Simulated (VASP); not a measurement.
The system is TePb.

```
Pb Te
1.0
     0.00000    3.23100    3.23100
     3.23100    0.00000    3.23100
     3.23100    3.23100    0.00000
Pb Te
1 1
Direct
  0.00000 0.00000 0.00000
  0.50000 0.50000 0.50000
```

```yaml
Program: VASP 6.6.1
Task: relaxation of cell and atoms
Functional: rSCAN
Potentials_or_basis: VASP PAW PBE potentials, release 64 (Pb_d, Te)
Cutoff: 600 eV
k_mesh: 7 × 7 × 7
Occupations: fermi-dirac, width 0.05 eV
Spin: no spin polarisation
```

At the start: pressure 1.7 GPa; volume 33.73 Å³/atom.

**Question.** Where does the relaxation end?

**Answer.** Over 3 steps the energy falls by 6.6 meV/atom and the volume is 35.01 Å³/atom (+3.8 %); space group Fm-3m (No. 225, to 0.05 Å).

Step by step:
| step | energy change (eV) | largest force (eV/Å) | pressure (GPa) | volume (Å³) |
| --- | --- | --- | --- | --- |
| 1 | 0.0000 | 0.0000 | 1.70 | 67.46 |
| 2 | -0.0113 | 0.0000 | -0.57 | 71.02 |
| 3 | -0.0131 | 0.0000 | 0.01 | 70.02 |

Final structure:
```
CELL_PARAMETERS angstrom
0.00000 3.27133 3.27133
3.27133 0.00000 3.27133
3.27133 3.27133 0.00000
ATOMIC_POSITIONS crystal
Pb 0.00000 0.00000 0.00000
Te 0.50000 0.50000 0.50000
```

Caveat: the PAW data sets were made with another functional, which shifts forces and pressure a little.
